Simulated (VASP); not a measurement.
# HfN (F-43m) in VASP: further runs, part 2 of 2

VASP 6.6.1.

### 4 Single point, PBEsol

The input, INCAR:

```
SYSTEM = HfN
PREC = Accurate ; ENCUT = 520
EDIFF = 1E-7 ; ISMEAR = 0
SIGMA = 0.05 ; LREAL = .False.
LASPH = .True. ; NELM = 100
ALGO = Normal ; ISIF = 2
LWAVE = .False. ; LCHARG = .False.
GGA = PS ; ADDGRID = .False.
```

The input, KPOINTS:

```
Automatic mesh
0
Gamma
  8 8 8
  0 0 0
```

The input, POSCAR:

```
HfN
1.0
    0.0000000000      2.4548220000      2.4548220000
    2.4548220000      0.0000000000      2.4548220000
    2.4548220000      2.4548220000      0.0000000000
Hf N
1 1
Direct
    0.0000000000      0.0000000000      0.0000000000
    0.2500000000      0.2500000000      0.2500000000
```

Potentials or basis: VASP PAW PBE potentials, release 64 (Hf_pv, N).

Started as:

```sh
> cat potpaw_PBE.64/Hf_pv/POTCAR potpaw_PBE.64/N/POTCAR > POTCAR
> mpirun -np 1 vasp_std > vasp.out
```

OUTCAR:

```text
SYSTEM = HfN
   PREC = Accurate
   ENCUT = 520
   EDIFF = 1E-7
   ISMEAR = 0
   LREAL = .False.
   LASPH = .True.
   NELM = 100
   ISIF = 2
   GGA = PS

 Found     29 irreducible k-points:

 Following reciprocal coordinates:
            Coordinates               Weight
  0.000000  0.000000  0.000000      1.000000
  0.125000  0.000000  0.000000      8.000000
  0.250000  0.000000  0.000000      8.000000
  0.375000  0.000000  0.000000      8.000000
  0.500000  0.000000  0.000000      4.000000
  0.125000  0.125000  0.000000      6.000000
   k-points           NKPTS =     29   k-points in BZ     NKDIM =     29   number of bands    NBANDS=     11
   number of dos      NEDOS =    301   number of ions     NIONS =      2
   total plane-waves  NPLWV =  21952
   dimension x,y,z NGX =    28 NGY =   28 NGZ =   28
   dimension x,y,z NGXF=    56 NGYF=   56 NGZF=   56
   ions per type =               1   1
   NGX,Y,Z   is equivalent  to a cutoff of  13.41, 13.41, 13.41 a.u.
   NGXF,Y,Z  is equivalent  to a cutoff of  26.82, 26.82, 26.82 a.u.
 SYSTEM =  HfN
   PREC   = accura    normal or accurate (medium, high low for compatibility)
   ISTART =      0    job   : 0-new  1-cont  2-samecut
   ICHARG =      2    charge: 1-file 2-atom 10-const
   ISPIN  =      1    spin polarized calculation?
   LNONCOLLINEAR =      F non collinear calculations
   LSORBIT =      F    spin-orbit coupling
   LASPH  =      T    aspherical Exc in radial PAW
[... 69 lines left out ...]
      9       7.8116      0.00000
     10       7.8116      0.00000
     11      12.1925      0.00000
[... 57 lines left out ...]
 k-point     6 :       0.1250    0.1250    0.0000
  band No.  band energies     occupation
      1     -25.5168      2.00000
      2     -25.4662      2.00000
      3     -25.4662      2.00000
      4     -10.2539      2.00000
      5      -0.3466      2.00000
      6       0.3617      2.00000
      7       0.3617      2.00000
      8       5.9001      0.00000
      9       6.9808      0.00000
     10       8.0292      0.00000
     11      12.2768      0.00000

 [... further k-points ...]

------------------------ aborting loop because EDIFF is reached ----------------------------------------

  FORCE on cell =-STRESS in cart. coord.  units (eV):
  Direction    XX          YY          ZZ          XY          YZ          ZX
  --------------------------------------------------------------------------------------
  -------------------------------------------------------------------------------------
  Total       -1.1396417     -1.1396417     -1.1396417      0.0000000     -0.0000000      0.0000000
  in kB      -61.7147382    -61.7147382    -61.7147382      0.0000000     -0.0000000      0.0000000
  external PRESSURE =     -61.7147382 kB  Pullay stress =       0.0000000 kB

 VOLUME and BASIS-vectors are now :
 -----------------------------------------------------------------------------
  energy-cutoff  :      520.00
  volume of cell :       29.59
      direct lattice vectors                 reciprocal lattice vectors
     0.000000000  2.454822000  2.454822000    -0.203680756  0.203680756  0.203680756
     2.454822000  0.000000000  2.454822000     0.203680756 -0.203680756  0.203680756
     2.454822000  2.454822000  0.000000000     0.203680756  0.203680756 -0.203680756

 POSITION                                       TOTAL-FORCE (eV/Angst)
 -----------------------------------------------------------------------------------
      0.00000      0.00000      0.00000        -0.000000      0.000000      0.000000
      1.22741      1.22741      1.22741         0.000000     -0.000000     -0.000000
 -----------------------------------------------------------------------------------
    total drift:                               -0.000000     -0.000000     -0.000000

  FREE ENERGIE OF THE ION-ELECTRON SYSTEM (eV)
  ---------------------------------------------------
  free  energy   TOTEN  =       -22.2573578388 eV

  energy  without entropy=      -22.2562622193  energy(sigma->0) =      -22.25681003
```

OSZICAR:

```text
N       E                     dE             d eps       ncg     rms          rms(c)
DAV:   1     0.389103484852E+02    0.38910E+02   -0.81162E+03   638   0.124E+03
DAV:   2    -0.230135833165E+02   -0.61924E+02   -0.58319E+02   860   0.249E+02
DAV:   3    -0.255490907365E+02   -0.25355E+01   -0.25234E+01   808   0.436E+01
DAV:   4    -0.255730765232E+02   -0.23986E-01   -0.23973E-01   764   0.472E+00
DAV:   5    -0.255734755204E+02   -0.39900E-03   -0.39894E-03   869   0.527E-01    0.545E+01
DAV:   6    -0.223870839074E+02    0.31864E+01   -0.20056E+01   734   0.297E+01    0.396E+01
DAV:   7    -0.222803582360E+02    0.10673E+00   -0.10586E+00   725   0.884E+00    0.239E+01
DAV:   8    -0.222651558896E+02    0.15202E-01   -0.88434E-02   743   0.313E+00    0.495E+00
DAV:   9    -0.222577719663E+02    0.73839E-02   -0.37703E-02   737   0.141E+00    0.160E+00
DAV:  10    -0.222573722150E+02    0.39975E-03   -0.31808E-03   811   0.496E-01    0.240E-01
DAV:  11    -0.222573638852E+02    0.83298E-05   -0.10307E-04   781   0.116E-01    0.128E-01
DAV:  12    -0.222573580627E+02    0.58225E-05   -0.39837E-05   784   0.511E-02    0.158E-02
DAV:  13    -0.222573578431E+02    0.21958E-06   -0.15204E-06   775   0.128E-02    0.130E-02
DAV:  14    -0.222573578388E+02    0.43112E-08   -0.11050E-07   517   0.321E-03
   1 F= -.22257358E+02 E0= -.22256810E+02  d E =-.109562E-02
```

It took 7 s on 1 thread of Intel Xeon 6975P-C (Granite Rapids), shared host; peak memory 0.16 GiB.

The run converged, but some of its settings lie outside the range that counts as converged, so its numbers aren't taken as properties of the crystal.

What came out:

* Free energy: -22.2574 eV
* Pressure: -6.2 GPa
* Band gap on the k mesh: none (metal or under the smearing width)

Caveat: the PAW data sets were made with another functional, which shifts forces and pressure a little.
